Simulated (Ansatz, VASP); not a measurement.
## MgO in VASP and in Ansatz

File INCAR:

```
SYSTEM = MgO
  ALGO = Normal
  EDIFF = 1E-7
  ENCUT = 520
  GGA = PE
  ISIF = 2
  ISMEAR = -1
  LASPH = .True.
  LCHARG = .True.
  LELF = .True.
  LREAL = .False.
  LVHAR = .True.
  LWAVE = .False.
  NBANDS = 11
  NELM = 60
  PREC = Accurate
  SIGMA = 0.08
```

Contents of KPOINTS:

```
k-points
0
Gamma
  13 13 13
  0 0 0
```

POSCAR

```
MgO
1.0
    0.0000000000      2.3511193090      2.3511193090
    2.3511193090      0.0000000000      2.3511193090
    2.3511193090      2.3511193090      0.0000000000
Mg O
1 1
Direct
    0.0000000000      0.0000000000      0.0000000000
    0.2500000000      0.2500000000      0.2500000000
```

Input for Ansatz:

```yaml
crystal:
  lattice:
    - [0.0, 2.351119309, 2.351119309]
    - [2.351119309, 0.0, 2.351119309]
    - [2.351119309, 2.351119309, 0.0]
  atoms:
    - { symbol: Mg, position: [0.0, 0.0, 0.0] }
    - { symbol: O, position: [0.25, 0.25, 0.25] }
kpoints:
  mp_grid: { grid: [13, 13, 13] }
scf:
  occupations: { method: fermi_dirac, width: 0.08 }
hamiltonian:
  xc: pbe
  pseudopotentials: { kind: all_electron, lapw: { basis_error: 0.0005 } }
output:
  forces: true
  stress: true
  eigenvalues: true
```

Change from the starting cell: volume scaled by 1.06.

Alike in both runs: task single point; functional PBE; k mesh 13 × 13 × 13; occupations fermi-dirac, width 0.08 eV; no spin polarisation.

|  | VASP | Ansatz |
| --- | --- | --- |
| version | VASP 6.6.1 | Ansatz 0.2.0 |
| potentials or method | VASP PAW PBE potentials, release 64 (Mg, O) | all-electron LAPW, scalar-relativistic |
| plane-wave cutoff (eV) | 520 | see its input |

Ansatz gave:

| Quantity | Value |
| --- | --- |
| gap on the k mesh at the Fermi level (eV) | 3.16 |
| pressure (GPa) | -5.8 |

Estimate VASP's values.

gap on the k mesh at the Fermi level (eV): 3.16; pressure (GPa): -6.3.

Ansatz ran all-electron here, so the differences hold the error of VASP's frozen core and of both bases.

Caveats: an odd mesh through Γ misses points on the zone boundary, where band edges often lie.
